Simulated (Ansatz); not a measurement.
H in Ansatz: the effect of exact exchange

H:

```
H
1.0
    -1.69153    1.69153    2.05847
     1.69153   -1.69153    2.05847
     1.69153    1.69153   -2.05847
H
2
Direct
  0.09014 0.09014 0.00000
  0.90986 0.90986 0.00000
```

Alike in all runs:

| Item | Value |
| --- | --- |
| Program | Ansatz 0.2.0 |
| Task | single point |
| Functional | HSE06 form with a typed share of exact exchange |
| Potentials or basis | Ansatz PAW |
| Cutoff | 420 eV (not typed: the program's choice for these potentials) |
| k mesh | 6 × 6 × 6 |
| Occupations | fermi-dirac, width 0.05 eV |
| Spin | no spin polarisation |

Task: One run gave: gap on the mesh 10.52 eV; pressure 0.5 GPa; largest force 0.08 eV/Å. Which exact exchange did it use?
A. 0.15
B. 0.25
C. 0.05
D. 0.4
E. 0.3

Result: B.

```tsv
exact exchange	gap on the mesh (eV)	pressure (GPa)	largest force (eV/Å)
0.05	9.25	0.8	0.24
0.1	9.57	0.7	0.20
0.15	9.88	0.6	0.16
0.2	10.20	0.6	0.12
0.25	10.52	0.5	0.08
0.3	10.83	0.4	0.05
0.4	11.47	0.3	0.03
0.5	12.11	0.1	0.10
```

Caveats: all runs use coarse meshes; the PAW data sets were made with another functional, which shifts forces and pressure a little; the thresholds are loose for stress.

A k mesh can miss the band edges.
